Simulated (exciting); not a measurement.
A run of exciting (release sodium) is set up as follows.

File input.xml:

```xml
<input>
  <title>Nb</title>
  <structure speciespath="./" tshift="false">
    <crystal scale="1">
      <basevect>-3.144409785071 3.144409785071 3.144409785071</basevect>
      <basevect>3.144409785071 -3.144409785071 3.144409785071</basevect>
      <basevect>3.144409785071 3.144409785071 -3.144409785071</basevect>
    </crystal>
    <species speciesfile="Nb.xml" rmt="2.3">
      <atom coord="0.000000000000 0.000000000000 0.000000000000"/>
    </species>
  </structure>
  <groundstate do="fromscratch" ngridk="11 11 11" rgkmax="9" gmaxvr="14" lmaxapw="10" lmaxmat="10" lmaxvr="8" xctype="GGA_PBE" stype="Gaussian" swidth="0.00069824" nempty="12" ValenceRelativity="iora*" epsengy="1e-05" epspot="1e-05" maxscl="60" tforce="true" outputlevel="normal"/>
</input>
```

Potentials or basis: all-electron LAPW+lo, shipped species files, valence relativity iora*.

The run is started by

```sh
$ OMP_NUM_THREADS=1 exciting_smp
```

Problem. What does it give for the band gap on the k mesh?

Solution. None (metal or under the smearing width).
